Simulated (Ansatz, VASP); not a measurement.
## CdSe: VASP beside Ansatz

The input INCAR:

```
SYSTEM = CdSe
ALGO     = Normal         ! electronic algorithm
EDIFF    = 1E-7           ! SCF threshold, eV
ENCUT    = 520            ! plane-wave cutoff, eV
GGA      = PE             ! functional
ISIF     = 2              ! what is computed and relaxed
ISMEAR   = 0              ! smearing method
LASPH    = .True.         ! aspherical terms in the spheres
LCHARG   = .True.         ! write CHGCAR
LELF     = .True.         ! ELF
LREAL    = .False.        ! projectors in reciprocal space
LVHAR    = .True.       
LWAVE    = .False.        ! write WAVECAR
NBANDS   = 16             ! bands
NELM     = 100            ! most SCF steps
PREC     = Accurate       ! precision mode
SIGMA    = 0.05           ! smearing width, eV
```

File KPOINTS:

```
k-points
0
Gamma
  10 10 10
  0 0 0
```

File POSCAR:

```
CdSe
1.0
    0.0000000000      3.0164989809      3.0164989809
    3.0164989809      0.0000000000      3.0164989809
    3.1848196240      3.1848196240     -0.1683206431
Cd Se
1 1
Direct
    0.0000000000      0.0000000000      0.0000000000
    0.7500000000      0.7500000000      0.7500000000
```

Input for Ansatz:

```yaml
crystal:
  lattice:
    - [0.0, 3.0164989809, 3.0164989809]
    - [3.0164989809, 0.0, 3.0164989809]
    - [3.184819624, 3.184819624, -0.1683206431]
  atoms:
    - { symbol: Cd, position: [0.0, 0.0, 0.0] }
    - { symbol: Se, position: [0.75, 0.75, 0.75] }
basis:
  ecutwfc: 420
kpoints:
  mp_grid: { grid: [10, 10, 10] }
hamiltonian:
  xc: pbe
scf:
  occupations: { method: gaussian, width: 0.05 }
output:
  forces: true
  stress: true
  eigenvalues: true
```

Alike in both runs: task single point; functional PBE; k mesh 10 × 10 × 10; occupations gaussian, width 0.05 eV; no spin polarisation.

```csv
,VASP,Ansatz
version,VASP 6.6.1,Ansatz 0.2.0
potentials or method,"VASP PAW PBE potentials, release 64 (Cd, Se)","scalar-relativistic, plane waves, PAW"
plane-wave cutoff (eV),520,420
valence electrons in the cell,18,36
```

|  | VASP | Ansatz | Ansatz less VASP |
| --- | --- | --- | --- |
| gap on the k mesh at the Fermi level (eV) | 0.45 | 0.45 | +0.003 |
| least direct gap on the mesh (eV) | 0.45 | 0.45 | +0.003 |
| pressure (GPa) | 0.7 | 0.5 | -0.26 |
| largest component of the traceless stress (GPa) | 1.81 | 1.77 | -0.042 |
| rms of the force components (eV/Å) | 0.200 | 0.190 | -0.0104 |

Atom by atom the forces differ by 0.010 eV/Å (rms over components). With one functional, cell and mesh, what is left measures potentials, basis and numerics. The two sets of potentials don't hold the same shells in valence.
